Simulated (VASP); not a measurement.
Method: RPBE GGA, VASP's PBE PAW potentials (set 64) (plane waves; VASP 6.6.1).

VASP ran on this input.

### POSCAR
```
ZrO2
1
    0.0000000000     2.5761368226     2.5761368226
    2.5761368226     0.0000000000     2.5761368226
    2.5761368226     2.5761368226     0.0000000000
Zr O
1 2
Direct
  0.0000000000   0.0000000000   0.0000000000
  0.2500000000   0.2500000000   0.2500000000
  0.7500000000   0.7500000000   0.7500000000
```

### INCAR
```
# general
SYSTEM  = ZrO2
PREC    = Accurate
ENCUT   = 520
LREAL   = .FALSE.
LASPH   = .TRUE.
ICHARG  = 11

# electronic loop
EDIFF   = 1E-7
NELM    = 100
ALGO    = Normal
LMAXMIX = 4

# smearing
ISMEAR  = 0
SIGMA   = 0.05

# functional
GGA     = RP

# output
LWAVE   = .FALSE.
LCHARG  = .FALSE.
LORBIT  = 11
```

KPOINTS:
```
k-points along high-symmetry lines
15
Line-mode
Reciprocal
  0.000000   0.000000   0.000000 ! GAMMA
  0.500000   0.000000   0.500000 ! X

  0.500000   0.000000   0.500000 ! X
  0.625000   0.250000   0.625000 ! U

  0.375000   0.375000   0.750000 ! K
  0.000000   0.000000   0.000000 ! GAMMA

  0.000000   0.000000   0.000000 ! GAMMA
  0.500000   0.500000   0.500000 ! L

  0.500000   0.500000   0.500000 ! L
  0.500000   0.250000   0.750000 ! W

  0.500000   0.250000   0.750000 ! W
  0.500000   0.000000   0.500000 ! X
```

POTCAR, in this order: Zr_sv O (PBE.64 set). Program: vasp_std. Read from the step before: CHGCAR.

The run wrote:

File OSZICAR:
```
       N       E                     dE             d eps       ncg     rms          rms(c)
DAV:   1     0.190377886361E+03    0.19038E+03   -0.14657E+04  2880   0.153E+03
DAV:   2    -0.186126732254E+02   -0.20899E+03   -0.20631E+03  3888   0.384E+02
DAV:   3    -0.266286074801E+02   -0.80159E+01   -0.79231E+01  4240   0.726E+01
DAV:   4    -0.268501564072E+02   -0.22155E+00   -0.22152E+00  4080   0.896E+00
DAV:   5    -0.268532154172E+02   -0.30590E-02   -0.30590E-02  3896   0.835E-01
DAV:   6    -0.268532445894E+02   -0.29172E-04   -0.29172E-04  3832   0.831E-02
DAV:   7    -0.268532450072E+02   -0.41787E-06   -0.41788E-06  4120   0.843E-03
DAV:   8    -0.268532450112E+02   -0.39204E-08   -0.39263E-08  3144   0.959E-04
   1 F= -.26853245E+02 E0= -.26853245E+02  d E =-.143186E-16
```

**OUTCAR**
```
 val. band max:        6.9527030401   @ k =   0.5000   0.0000   0.5000

 cond. band min:      10.2487066225   @ k =   0.0000   0.0000   0.0000



 k-point     1 :       0.0000    0.0000    0.0000
  band No.  band energies     occupation
      1     -41.3728      2.00000
      2     -19.1800      2.00000
      3     -19.1800      2.00000
      4     -19.1800      2.00000
      5     -11.1490      2.00000
      6      -8.7607      2.00000
      7       1.9395      2.00000
      8       1.9395      2.00000
      9       1.9395      2.00000
     10       6.4395      2.00000
     11       6.4395      2.00000
     12       6.4395      2.00000
     13      10.2487      0.00000
     14      10.2487      0.00000
     15      13.4487      0.00000
     16      15.8657      0.00000

 k-point     2 :       0.0357    0.0000    0.0357
  band No.  band energies     occupation
      1     -41.3721      2.00000
      2     -19.1889      2.00000
      3     -19.1819      2.00000
      4     -19.1819      2.00000
      5     -11.1266      2.00000
      6      -8.7774      2.00000
      7       1.9536      2.00000
      8       1.9536      2.00000
      9       1.9887      2.00000
     10       6.3248      2.00000
     11       6.4429      2.00000
     12       6.4429      2.00000
     13      10.2621      0.00000
     14      10.3010      0.00000
     15      13.5129      0.00000
     16      15.8266      0.00000

 k-point     3 :       0.0714    0.0000    0.0714
  band No.  band energies     occupation
      1     -41.3703      2.00000
      2     -19.2151      2.00000
      3     -19.1873      2.00000
      4     -19.1873      2.00000
      5     -11.0606      2.00000
      6      -8.8262      2.00000
      7       1.9960      2.00000
      8       1.9960      2.00000
      9       2.1342      2.00000
     10       6.0107      2.00000
     11       6.4518      2.00000
     12       6.4518      2.00000
     13      10.3020      0.00000
     14      10.4338      0.00000
...
```

The density is held fixed in this step, so its total energy and stress have no physical meaning.

The compound is ZrO2 in the fluorite structure, the high-temperature cubic form, which is unstable at 0 K; the monoclinic form is the stable one. It was relaxed first.
